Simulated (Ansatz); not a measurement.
BN built on the wurtzite prototype: an Ansatz output whose functional has been blanked. The cell was relaxed with r2SCAN and then strained (xy shear, engineering strain (angle) +2.0 %), with the atoms relaxed again with r2SCAN; k points keep the names of the unstrained zone.

```cif
data_structure
_symmetry_space_group_name_H-M 'P 1'
_symmetry_Int_Tables_number 1
_cell_length_a 2.5441
_cell_length_b 2.5220
_cell_length_c 4.2078
_cell_angle_alpha 90.000
_cell_angle_beta 90.000
_cell_angle_gamma 119.138
_cell_volume 23.58
loop_
_atom_site_label
_atom_site_type_symbol
_atom_site_fract_x
_atom_site_fract_y
_atom_site_fract_z
_atom_site_occupancy
B1 B 0.33376 0.66672 0.00021 1
B2 B 0.66624 0.33328 0.50021 1
N1 N 0.33191 0.66676 0.37479 1
N2 N 0.66809 0.33324 0.87479 1
```

```
Pseudopotential: B, paw, valence charge 3, recommended cutoff 420 eV
Pseudopotential: N, paw, valence charge 5, recommended cutoff 420 eV
Crystal: 4 atoms, lattice volume = 23.581 Å³
Basis set: ecut = 420 eV, 465 PW (Γ)
Bands: 13, of which v1, the nominal top of the filled ones, is band 8 counted from 1 (7 counted from 0)
Symmetry: 2 space group operations
Space group: P21 (ITA 4)
k-points: 296 of 864 (time reversal used)
NSCF: frozen V_eff on 7 k-points
SCF converged after 6 iterations
Free energy (F): -1084.466677 eV
Fermi energy:    14.000061 eV
--- Per-component energies (eV) ---
  E_band       = 53.247875
  E_kinetic    = 371.625066
  E_local      = -352.145843
  E_nonlocal   = 113.257298
  E_hartree    = 99.024597
  E_xc         = -187.009576
  E_vxc        = -232.615918
  E_paw        = -412.933400
  E_vpaw       = -44.922111
  E_ewald      = -716.285021
--- Forces (eV/Å), atoms counted from 1 ---
  atom   1  B     -0.01598    -0.00031      0.00743
  atom   2  B       0.01598      0.00031      0.00743
  atom   3  N     -0.01409    -0.00025    -0.00743
  atom   4  N       0.01409      0.00025    -0.00743
--- Stress (GPa, compression-positive) ---
        4.777536      -8.144651       0.000000
       -8.144647       4.955041       0.000000
        0.000000       0.000000       4.572961
  P = ⅓ Tr σ = 4.7685 GPa (47.685 kbar)
--- Band table (eV; the first three rows and the last of 296) ---
  k-point 0: bands = […, 0.4289, 9.1471, 9.3309, 11.0996, 11.2960, 11.4405, 19.5602, 19.8751, 19.9915, 21.0199, …]
  k-point 1: bands = […, 1.2924, 9.2646, 9.4465, 10.2048, 11.1172, 11.2660, 19.7516, 20.0676, 20.3549, 21.0308, …]
  k-point 2: bands = […, 3.2505, 8.1121, 9.6056, 9.7826, 10.6621, 10.8211, 20.2585, 20.5840, 20.7393, 21.1055, …]
  k-point 295: bands = […, 1.3776, 1.3776, 7.4070, 7.4070, 7.8242, 7.8242, 17.8283, 17.8283, 21.3665, 21.3665, …]
```

The file bands.tsv (bands near the Fermi energy, numbered from 0, rounded):
```tsv
# k_distance	band_3	band_4	band_5	band_6	band_7	band_8	band_9	band_10	band_11
# fermi_ev = 14.000061
# [0, 0, 0] at k_distance = 0.000000
# [0.5, 0, 0] at k_distance = 1.413781
# [0.3333333333, 0.3333333333, 0] at k_distance = 2.244289
# [0, 0, 0.5] at k_distance = 4.039410
# [0.5, 0, 0.5] at k_distance = 5.453191
# [0.3333333333, 0.3333333333, 0.5] at k_distance = 6.283699
# [0.1, 0, 0] at k_distance = 7.867239
# levels_relative_to = fermi_ev
0.000	-4.853	-4.669	-2.900	-2.704	-2.560	5.560	5.875	5.991	7.020
1.414	-10.451	-9.651	-7.434	-7.074	-4.584	4.427	5.444	8.176	9.170
2.244	-9.894	-9.792	-8.124	-8.083	-7.996	2.573	10.835	10.904	11.142
4.039	-8.355	-3.895	-3.895	-3.726	-3.726	6.725	6.725	7.255	7.255
5.453	-12.712	-6.266	-6.266	-6.201	-6.201	4.111	4.111	7.526	7.526
6.284	-11.477	-10.378	-10.378	-5.671	-5.671	6.716	6.716	7.572	7.572
7.867	-5.833	-5.055	-3.505	-3.126	-2.779	5.462	6.271	6.318	7.581
```
In order the rows are Γ, M, K, A, L, H, Γ–M (0.20).

Question: Which functional gave these numbers?
A. LDA
B. PBE
C. LC-ωPBE
D. r2SCAN

Answer: B. PBE. There is no exchange loop, so no exact exchange. PBE gives an indirect gap of 5.13 eV, from Γ to K; the least direct gap is 8.12 eV at Γ. (Strain can split the valleys, and only one was followed off the mesh: the true gap may be a little smaller.) Within one family of functionals the choice rests on the size of the gap and stress, not on a line of the log.

Spin-unpolarised throughout; all numbers are computed.
